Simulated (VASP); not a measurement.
# Al2O3 (P-6m2) in VASP: notebook

One crystal, Al2O3, is run at these levels: LDA; tasks: dielectric tensor, G0W0 quasiparticle levels.

All numbers are computed with VASP 6.6.1; they aren't measurements. Logs are shortened: lines on timing, memory, paths and dates and some standing lists are left out, and cuts for length are marked.

### Step 1. Starting point

The structure is hexagonal, space group P-6m2 (No. 187). The conventional cell has a = 2.884 Å, b = 2.884 Å, c = 9.337 Å, α = 90.00°, β = 90.00°, γ = 120.00°. Around Al (site symmetry 3m) lie 3 O at 1.80 Å. O (site symmetry 3m) has 3 Al at 1.80 Å as nearest neighbours. O (site symmetry -6m2) has 6 Al at 2.18 Å as nearest neighbours.

Measurements of this composition are mostly on another form, of space group No. 167.

### Step 2. Dielectric tensor, LDA

Input file INCAR:

```
ALGO = Normal ; EDIFF = 1E-8
ENCUT = 400 ; GGA = CA
ISIF = 2 ; ISMEAR = 0
LASPH = True ; LCHARG = False
LEPSILON = True ; LREAL = False
LWAVE = False ; NELM = 100
PREC = Accurate ; SIGMA = 0.1
```

Input file KPOINTS:

```
k-points
0
Gamma
  10 10 3
```

Input file POSCAR:

```
Al2O3
1.0
    2.8843249483      0.0000000000      0.0000000000
   -1.4421624742      2.4978986780      0.0000000000
    0.0000000000      0.0000000000      9.3367544600
Al O
2 3
Direct
    0.0000000000      0.0000000000      0.8500076700
    0.0000000000      0.0000000000      0.1499923300
    0.3333333333      0.6666666667      0.7776830800
    0.6666666667      0.3333333333      0.0000000000
    0.3333333333      0.6666666667      0.2223169200
```

Potentials or basis: VASP PAW LDA potentials, release 64 (Al, O).

Started as:

```console
> cat potpaw_LDA.64/Al/POTCAR potpaw_LDA.64/O/POTCAR > POTCAR
> mpirun -np 1 vasp_std > vasp.out
```

OUTCAR:

```text
EDIFF = 1E-8
   ENCUT = 400
   GGA = CA
   ISIF = 2
   ISMEAR = 0
   LASPH = True
   LEPSILON = True
   LREAL = False
   NELM = 100
   PREC = Accurate

 Found     28 irreducible k-points:

 Following reciprocal coordinates:
            Coordinates               Weight
  0.000000  0.000000  0.000000      1.000000
  0.100000  0.000000  0.000000      6.000000
  0.200000  0.000000  0.000000      6.000000
  0.300000 -0.000000  0.000000      6.000000
  0.400000 -0.000000  0.000000      6.000000
  0.500000  0.000000  0.000000      3.000000
   k-points           NKPTS =     28   k-points in BZ     NKDIM =     28   number of bands    NBANDS=     16
   number of dos      NEDOS =    301   number of ions     NIONS =      5
   total plane-waves  NPLWV =  25600
   dimension x,y,z NGX =    20 NGY =   20 NGZ =   64
   dimension x,y,z NGXF=    40 NGYF=   40 NGZF=  128
   ions per type =               2   3
   NGX,Y,Z   is equivalent  to a cutoff of  11.53, 11.53, 11.40 a.u.
   NGXF,Y,Z  is equivalent  to a cutoff of  23.06, 23.06, 22.79 a.u.
 SYSTEM =  unknown system
   PREC   = accura    normal or accurate (medium, high low for compatibility)
   ISTART =      0    job   : 0-new  1-cont  2-samecut
   ICHARG =      2    charge: 1-file 2-atom 10-const
   ISPIN  =      1    spin polarized calculation?
   LNONCOLLINEAR =      F non collinear calculations
   LSORBIT =      F    spin-orbit coupling
   LASPH  =      T    aspherical Exc in radial PAW
   ENCUT  =  400.0 eV  29.40 Ry    5.42 a.u.   4.70  4.70 15.23*2*pi/ulx,y,z
   NELM   =    100;   NELMIN=  2; NELMDL= -5     # of ELM steps
   EDIFF  = 0.1E-07   stopping-criterion for ELM
   LREAL  =      F    real-space projection
   EDIFFG = 0.1E-06   stopping-criterion for IOM
   NSW    =      0    number of steps for IOM
   IBRION =     -1    ionic relax: 0-MD 1-quasi-New 2-CG
   NFREE  =      0    steps in history (QN), initial steepest desc. (CG)
   ISIF   =      2    stress and relaxation
   ISYM   =      2    0-nonsym 1-usesym 2-fastsym
   POTIM  = 0.5000    time-step for ionic-motion
   TEBEG  =    0.0;   TEEND  =   0.0 temperature during run
   PSTRESS=    0.0 pullay stress
   NELECT =      24.0000    total number of electrons
   NUPDOWN=      -1.0000    fix difference up-down
   EMIN   =  10.00;   EMAX   =-10.00  energy-range for DOS
   EFERMI =   0.00;   METHOD = LEGACY
   ISMEAR =     0;   SIGMA  =   0.10  broadening in eV -4-tet -1-fermi 0-gaus
   EFERMI_NEDOS =   21; number of points for ismear=-14 and -15
   IALGO  =     38    algorithm
   IMIX   =      4    mixing-type and parameters
     AMIX     =   0.40;   BMIX     =  1.00
     AMIX_MAG =   1.60;   BMIX_MAG =  1.00
  volume/ion in A,a.u.               =      13.45        90.79
  Fermi-wavevector in a.u.,A,eV,Ry     =   1.161111  2.194181 18.343074  1.348178
  Thomas-Fermi vector in A             =   2.297686
   LORBIT       =      0    0 simple, 1 ext, 2 COOP (PROOUT), +10 PAW based schemes
   GGA     = CA    functional components
   LHFCALC =     F    Hartree Fock is set to
   AEXX    =    0.0000 exact exchange contribution
   IVDW    =     0    specifies the selected vdW correction
   LEPSILON=     T    determine dielectric tensor
   LRPA    =     F    only Hartree local field effects (RPA)
 non-spin polarized calculation
 Gauss-broadening in eV      SIGMA  =   0.10
  energy-cutoff  :      400.00
  volume of cell :       67.27
 maximum number of plane-waves:      1243
 NGX is ok and might be reduce to    20
   NGX =  9   NGY =  9   NGZ = 31

--------------------------------------- Ionic step        1  -------------------------------------------

 number of electron      24.0000010 magnetization

 E-fermi :   0.9886     XC(G=0):  -8.8985

 val. band max:        0.5608316823   @ k =   0.1000   0.1000   0.0000
 cond. band min:       5.2976374729   @ k =   0.0000   0.0000   0.0000
 fundamental gap:      4.7368057906
 Fermi energy:         0.9886093148

 k-point     1 :       0.0000    0.0000    0.0000
  band No.  band energies     occupation
      1     -17.9108      2.00000
      2     -16.8552      2.00000
      3     -15.6233      2.00000
      4      -4.4358      2.00000
      5      -1.5577      2.00000
      6      -0.9367      2.00000
[... 8 lines left out ...]
     15       8.2512      0.00000
     16       9.7295      0.00000

 k-point     2 :       0.1000    0.0000    0.0000
  band No.  band energies     occupation
      1     -17.7847      2.00000
      2     -16.7604      2.00000
      3     -15.5762      2.00000
      4      -4.3649      2.00000
      5      -1.8760      2.00000
      6      -1.2178      2.00000
[... 8 lines left out ...]
     15       8.5956      0.00000
     16      10.0363      0.00000

 k-point     3 :       0.2000    0.0000    0.0000
  band No.  band energies     occupation
      1     -17.4295      2.00000
      2     -16.5012      2.00000
      3     -15.4618      2.00000
      4      -4.2691      2.00000
      5      -2.8971      2.00000
      6      -2.0313      2.00000
[... 8 lines left out ...]
     15       9.3169      0.00000
     16      10.7234      0.00000

 k-point     4 :       0.3000   -0.0000    0.0000
  band No.  band energies     occupation
      1     -16.9106      2.00000
      2     -16.1539      2.00000
      3     -15.3560      2.00000
      4      -4.5311      2.00000
      5      -4.1401      2.00000
      6      -2.9366      2.00000
[... 8 lines left out ...]
     15       9.6313      0.00000
     16      10.8882      0.00000

 k-point     5 :       0.4000   -0.0000    0.0000
  band No.  band energies     occupation
      1     -16.3594      2.00000
      2     -15.8455      2.00000
      3     -15.3606      2.00000
      4      -5.0885      2.00000
      5      -5.0591      2.00000
      6      -3.6197      2.00000
[... 8 lines left out ...]
     15       9.5703      0.00000
     16      11.5034      0.00000

 k-point     6 :       0.5000    0.0000    0.0000
  band No.  band energies     occupation
      1     -16.0574      2.00000
      2     -15.7194      2.00000
      3     -15.4417      2.00000
      4      -5.4404      2.00000
      5      -5.2991      2.00000
      6      -3.8682      2.00000
[... 8 lines left out ...]
     15       9.4095      0.00000
     16      11.3398      0.00000

 [... further k-points ...]

  FORCE on cell =-STRESS in cart. coord.  units (eV):
  Direction    XX          YY          ZZ          XY          YZ          ZX
  --------------------------------------------------------------------------------------
  -------------------------------------------------------------------------------------
  Total       -4.6678066     -4.6678066     -3.8796671      0.0000000      0.0000000      0.0000000
  in kB     -111.1753469   -111.1753469    -92.4038586      0.0000000      0.0000000      0.0000000
  external PRESSURE =    -104.9181841 kB  Pullay stress =       0.0000000 kB

 VOLUME and BASIS-vectors are now :
 -----------------------------------------------------------------------------
  energy-cutoff  :      400.00
  volume of cell :       67.27
      direct lattice vectors                 reciprocal lattice vectors
     2.884324948  0.000000000  0.000000000     0.346701574  0.200168247  0.000000000
    -1.442162474  2.497898678  0.000000000     0.000000000  0.400336494  0.000000000
     0.000000000  0.000000000  9.336754460     0.000000000  0.000000000  0.107103598

 POSITION                                       TOTAL-FORCE (eV/Angst)
 -----------------------------------------------------------------------------------
      0.00000      0.00000      7.93631         0.000000      0.000000     -0.019067
      0.00000      0.00000      1.40044         0.000000      0.000000      0.019067
     -0.00000      1.66527      7.26104        -0.000000      0.000000      0.487772
      1.44216      0.83263      0.00000         0.000000     -0.000000     -0.000000
     -0.00000      1.66527      2.07572        -0.000000      0.000000     -0.487772
 -----------------------------------------------------------------------------------
    total drift:                               -0.000000      0.000000     -0.000000

  FREE ENERGIE OF THE ION-ELECTRON SYSTEM (eV)
  ---------------------------------------------------
  free  energy   TOTEN  =       -40.1654874205 eV

  energy  without entropy=      -40.1654874204  energy(sigma->0) =      -40.16548742

 HEAD OF MICROSCOPIC STATIC DIELECTRIC TENSOR (INDEPENDENT PARTICLE, excluding Hartree and local field effects)
 ------------------------------------------------------
           2.796970    -0.000000     0.000000
          -0.000000     2.796970     0.000000
           0.000000    -0.000000     2.615465
 ------------------------------------------------------

 Free energy of the ion-electron system (eV)
  ---------------------------------------------------
  ---------------------------------------------------
  free energy    TOTEN  =        -0.33603049 eV

  energy without entropy =       -0.33603049

------------------------ aborting loop because EDIFF is reached ----------------------------------------

--------------------------------------- Ionic step        2  -------------------------------------------

------------------------ aborting loop because EDIFF is reached ----------------------------------------

--------------------------------------- Ionic step        3  -------------------------------------------

 Free energy of the ion-electron system (eV)
  ---------------------------------------------------
  ---------------------------------------------------
  free energy    TOTEN  =        -0.18845836 eV

  energy without entropy =       -0.18845836

------------------------ aborting loop because EDIFF is reached ----------------------------------------

 PIEZOELECTRIC TENSOR FIELD DIRECTION 3  (e Angst)
 -----------------------------------------------------------------------------
    -0.00007 -0.00000 -0.00000           ( -0.00000  0.00000  0.00000)
     0.00000 -0.00007  0.00000           (  0.00000 -0.00000  0.00000)
    -0.00000  0.00000  0.00018           (  0.00000  0.00000 -0.00000)

 PIEZOELECTRIC TENSOR FIELD DIRECTION 3  (C/m^2)
 -----------------------------------------------------------------------------
    -0.00002 -0.00000 -0.00000
     0.00000 -0.00002  0.00000
    -0.00000  0.00000  0.00004

 MACROSCOPIC STATIC DIELECTRIC TENSOR (including local field effects in DFT)
 ------------------------------------------------------
           2.695243    -0.000000     0.000000
          -0.000000     2.695243     0.000000
           0.000000     0.000000     1.942090
 ------------------------------------------------------

 PIEZOELECTRIC TENSOR (including local field effects)  for field in x, y, z        (e  Angst)
          XX          YY          ZZ          XY          YZ          ZX
  --------------------------------------------------------------------------------
  x     0.00000    -0.00000    -0.00000    -0.06676     0.00000     0.00000
  y    -0.06676     0.06676     0.00000    -0.00000     0.00000     0.00000
  z     0.00000     0.00000     0.00000     0.00000     0.00000     0.00000

 PIEZOELECTRIC TENSOR (including local field effects)  for field in x, y, z        (C/m^2)
          XX          YY          ZZ          XY          YZ          ZX
  --------------------------------------------------------------------------------
  x     0.00000    -0.00000    -0.00000    -0.01590     0.00000     0.00000
  y    -0.01590     0.01590     0.00000    -0.00000     0.00000     0.00000
  z     0.00000     0.00000     0.00000     0.00000     0.00000     0.00000

 BORN EFFECTIVE CHARGES (including local field effects) (in |e|, cummulative output)
 ---------------------------------------------------------------------------------
 ion    1
    1     3.01592    -0.00000     0.00000
    2    -0.00000     3.01592     0.00000
    3    -0.00000    -0.00000     1.51341
 ion    2
    1     3.01592    -0.00000     0.00000
    2    -0.00000     3.01592    -0.00000
    3     0.00000     0.00000     1.51341
 ion    3
    1    -1.89856     0.00000    -0.00000
    2     0.00000    -1.89856    -0.00000
    3    -0.00000     0.00000    -0.91188
 ion    4
    1    -2.23471     0.00000     0.00000
    2     0.00000    -2.23471     0.00000
    3    -0.00000     0.00000    -1.20305
 ion    5
    1    -1.89856     0.00000     0.00000
    2     0.00000    -1.89856     0.00000
    3    -0.00000     0.00000    -0.91188
```

Run time: 1.9 min. Hardware: 1 thread of Intel Xeon 6975P-C (Granite Rapids), shared host; peak memory 0.27 GiB.

The run converged, but some of its settings lie outside the range that counts as converged, so its numbers aren't taken as properties of the crystal.

Results:

| Quantity | Value |
| --- | --- |
| Band gap on the k mesh | 4.74 eV, indirect (least direct gap 5.00 eV) |
| Electronic dielectric tensor (diagonal) | 2.70, 2.70, 1.94 |
| Born charges (mean of the diagonal) | Al +2.52; O -1.57, -1.89 e |

Caveat: the cutoff is under 1.25 times the usual one of these potentials, so pressure, stress and relaxed cells hold a basis-set (Pulay) error; an odd mesh through Γ misses points on the zone boundary, where band edges often lie.

### Step 3. Dielectric tensor, LDA

Input file INCAR:

```
ALGO = Normal ; EDIFF = 1E-8
ENCUT = 520 ; GGA = CA
ISIF = 2 ; ISMEAR = 0
LASPH = True ; LCHARG = False
LEPSILON = True ; LREAL = False
LWAVE = False ; NELM = 100
PREC = Accurate ; SIGMA = 0.01
```

KPOINTS is that of step 2.

POSCAR is that of step 2.

Potentials or basis: VASP PAW LDA potentials, release 64 (Al, O).

Started as:

```console
> cat potpaw_LDA.64/Al/POTCAR potpaw_LDA.64/O/POTCAR > POTCAR
> mpirun -np 1 vasp_std > vasp.out
```

OUTCAR:

```text
EDIFF = 1E-8
   ENCUT = 520
   GGA = CA
   ISIF = 2
   ISMEAR = 0
   LASPH = True
   LEPSILON = True
   LREAL = False
   NELM = 100
   PREC = Accurate

 Found     28 irreducible k-points:

 Following reciprocal coordinates:
            Coordinates               Weight
  0.000000  0.000000  0.000000      1.000000
  0.100000  0.000000  0.000000      6.000000
  0.200000  0.000000  0.000000      6.000000
  0.300000 -0.000000  0.000000      6.000000
  0.400000 -0.000000  0.000000      6.000000
  0.500000  0.000000  0.000000      3.000000
   k-points           NKPTS =     28   k-points in BZ     NKDIM =     28   number of bands    NBANDS=     16
   number of dos      NEDOS =    301   number of ions     NIONS =      5
   total plane-waves  NPLWV =  40320
   dimension x,y,z NGX =    24 NGY =   24 NGZ =   70
   dimension x,y,z NGXF=    48 NGYF=   48 NGZF=  140
   ions per type =               2   3
   NGX,Y,Z   is equivalent  to a cutoff of  13.83, 13.83, 12.46 a.u.
   NGXF,Y,Z  is equivalent  to a cutoff of  27.67, 27.67, 24.93 a.u.
 SYSTEM =  unknown system
   PREC   = accura    normal or accurate (medium, high low for compatibility)
   ISTART =      0    job   : 0-new  1-cont  2-samecut
   ICHARG =      2    charge: 1-file 2-atom 10-const
   ISPIN  =      1    spin polarized calculation?
   LNONCOLLINEAR =      F non collinear calculations
   LSORBIT =      F    spin-orbit coupling
   LASPH  =      T    aspherical Exc in radial PAW
   ENCUT  =  520.0 eV  38.22 Ry    6.18 a.u.   5.36  5.36 17.36*2*pi/ulx,y,z
   NELM   =    100;   NELMIN=  2; NELMDL= -5     # of ELM steps
   EDIFF  = 0.1E-07   stopping-criterion for ELM
   LREAL  =      F    real-space projection
   EDIFFG = 0.1E-06   stopping-criterion for IOM
   NSW    =      0    number of steps for IOM
   IBRION =     -1    ionic relax: 0-MD 1-quasi-New 2-CG
   NFREE  =      0    steps in history (QN), initial steepest desc. (CG)
   ISIF   =      2    stress and relaxation
   ISYM   =      2    0-nonsym 1-usesym 2-fastsym
   POTIM  = 0.5000    time-step for ionic-motion
[... 199 lines left out ...]
  ---------------------------------------------------
  free energy    TOTEN  =        -0.33759731 eV

  energy without entropy =       -0.33759731

------------------------ aborting loop because EDIFF is reached ----------------------------------------

--------------------------------------- Ionic step        2  -------------------------------------------

------------------------ aborting loop because EDIFF is reached ----------------------------------------

--------------------------------------- Ionic step        3  -------------------------------------------

 Free energy of the ion-electron system (eV)
  ---------------------------------------------------
  ---------------------------------------------------
  free energy    TOTEN  =        -0.18929620 eV

  energy without entropy =       -0.18929620

------------------------ aborting loop because EDIFF is reached ----------------------------------------

 PIEZOELECTRIC TENSOR FIELD DIRECTION 3  (e Angst)
 -----------------------------------------------------------------------------
    -0.00007 -0.00000  0.00000           ( -0.00000  0.00000  0.00000)
    -0.00000 -0.00007  0.00000           (  0.00000 -0.00000  0.00000)
     0.00000  0.00000  0.00018           (  0.00000  0.00000 -0.00000)

 PIEZOELECTRIC TENSOR FIELD DIRECTION 3  (C/m^2)
 -----------------------------------------------------------------------------
    -0.00002 -0.00000  0.00000
    -0.00000 -0.00002  0.00000
     0.00000  0.00000  0.00004

 MACROSCOPIC STATIC DIELECTRIC TENSOR (including local field effects in DFT)
 ------------------------------------------------------
           2.701500    -0.000000    -0.000000
          -0.000000     2.701500     0.000000
           0.000000     0.000000     1.945185
 ------------------------------------------------------

 PIEZOELECTRIC TENSOR (including local field effects)  for field in x, y, z        (e  Angst)
          XX          YY          ZZ          XY          YZ          ZX
  --------------------------------------------------------------------------------
  x     0.00000    -0.00000    -0.00000    -0.07201     0.00000     0.00000
  y    -0.07201     0.07201    -0.00000    -0.00000     0.00000     0.00000
  z     0.00000     0.00000     0.00000    -0.00000     0.00000     0.00000

 PIEZOELECTRIC TENSOR (including local field effects)  for field in x, y, z        (C/m^2)
          XX          YY          ZZ          XY          YZ          ZX
  --------------------------------------------------------------------------------
  x     0.00000    -0.00000    -0.00000    -0.01715     0.00000     0.00000
  y    -0.01715     0.01715    -0.00000    -0.00000     0.00000     0.00000
  z     0.00000     0.00000     0.00000    -0.00000     0.00000     0.00000

 BORN EFFECTIVE CHARGES (including local field effects) (in |e|, cummulative output)
 ---------------------------------------------------------------------------------
 ion    1
    1     3.02027    -0.00000     0.00000
    2    -0.00000     3.02027     0.00000
    3    -0.00000    -0.00000     1.51654
 ion    2
    1     3.02027    -0.00000    -0.00000
    2    -0.00000     3.02027    -0.00000
    3     0.00000     0.00000     1.51654
 ion    3
    1    -1.90108     0.00000    -0.00000
    2     0.00000    -1.90108     0.00000
    3     0.00000     0.00000    -0.91381
 ion    4
    1    -2.23838     0.00000     0.00000
    2     0.00000    -2.23838     0.00000
    3    -0.00000    -0.00000    -1.20545
 ion    5
    1    -1.90108     0.00000     0.00000
    2     0.00000    -1.90108     0.00000
    3     0.00000     0.00000    -0.91381
```

Wall time 2.6 min (1 thread of Intel Xeon 6975P-C (Granite Rapids), shared host); peak memory 0.34 GiB.

The run converged, but some of its settings lie outside the range that counts as converged, so its numbers aren't taken as properties of the crystal.

What came out:

| Item | Value |
| --- | --- |
| Band gap on the k mesh | 4.73 eV, indirect (least direct gap 4.99 eV) |
| Electronic dielectric tensor (diagonal) | 2.70, 2.70, 1.95 |
| Born charges (mean of the diagonal) | Al +2.52; O -1.57, -1.89 e |

Caveat: an odd mesh through Γ misses points on the zone boundary, where band edges often lie.

[end of part 1 of 2]
